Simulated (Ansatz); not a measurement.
# NbN: the cost of one run

Program: Ansatz 0.2.0. Level of theory: DFT, PBE, no spin polarisation, plane waves, PAW. These are calculated values, not measurements.

### 1 The system as given

It takes space group Fm-3m (No. 225, cubic). The conventional cell has a = 4.401 Å, b = 4.401 Å, c = 4.401 Å, α = 90.00°, β = 90.00°, γ = 90.00°. Around Nb (site symmetry m-3m) lie 6 N at 2.20 Å. N (site symmetry m-3m) is surrounded by 6 Nb at 2.20 Å.

The coordinates stand in the input below.

The first density is read from a saved solution for the starting cell.

### 2 The relaxation

input.yaml reads:

```yaml
crystal:
  lattice:
    - [0.0, 2.200397, 2.200397]
    - [2.200397, 0.0, 2.200397]
    - [2.200397, 2.200397, 0.0]
  atoms:
    - { symbol: Nb, position: [0.5, 0.5, 0.5] }
    - { symbol: "N", position: [0.0, 0.0, 0.0] }
  symmetry: { tolerance: 0.0003 }
kpoints:
  mp_grid: { grid: [13, 13, 13], shift: [0, 0, 0] }
magnetization:
  spin_polarized: false
scf:
  occupations: { method: fermi_dirac }
  lower_state_search: "off"
hamiltonian:
  pseudopotentials: { kind: paw }
  xc: pbe
basis:
  ecutwfc: 420
  fft_grid_basis: typed
relax:
  max_steps: 40
  cell: { p_target: 0.0 }
  f_tol: 0.03
output:
  forces: true
  stress: true
  eigenvalues: true
  bader: true
  populations: true
  elf: true
  write_potential: true
  volumetric_format: npy
  dos:
    e_range: [-12, 8]
    de: 0.05
    projected: { site_lists: { "N": ["N"], Nb: [Nb] } }
  write_density: true
checkpoint:
  read: saved_state
```

On the command line:

```console
ansatz run input.yaml --threads 2 --pin off --max-ram 2560MiB --backend cpu --events-out ev --progress --plain --runs-dir out
```

**Question.** How long does this run take on 2 threads of an Arm CPU, shared host, and how much memory does it need?

About 16 s, with a peak of 0.37 GiB.
